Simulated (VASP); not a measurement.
Crystal: EuS.

```xyz
2
Lattice="0.0000 2.9785 2.9785 2.9785 0.0000 2.9785 2.9785 2.9785 0.0000" Properties=species:S:1:pos:R:3 pbc="T T T"
Eu    0.0000    0.0000    0.0000
S     2.9785    2.9785    2.9785
```

Base run:

* Program: VASP 6.6.1
* Functional: PBEsol
* Potentials or basis: VASP PAW PBE potentials, release 64 (Eu, S)
* Cutoff: 520 eV
* k mesh: 10 × 10 × 10
* Occupations: fermi-dirac, width 0.05 eV
* Spin: collinear spin, ferromagnetic start
* Starting moments: [7.0, 0.0] μB
* Hubbard terms: Eu f U = 6 eV

Its results: band gap on the k mesh 0.28 eV, indirect (least direct gap 0.56 eV); pressure -1.9 GPa; net moment 7.00 μB per cell; site moments Eu +6.73; S -0.07 μB.

Q: The run is repeated on the same cell with these changes: hubbard terms from Eu f U = 6 eV to Eu f U = 2 eV. What comes out?

A: Band gap on the k mesh none (metal or under the smearing width); pressure -4.3 GPa; net moment 7.00 μB per cell; site moments Eu +6.65; S -0.07 μB.

Caveats: the PAW data sets were made with another functional, which shifts forces and pressure a little; spin-orbit coupling is left out, which moves the levels of the heavy elements; a cell with one magnetic atom can't hold antiferromagnetic order, which such compounds often take.

A k mesh can miss the band edges.
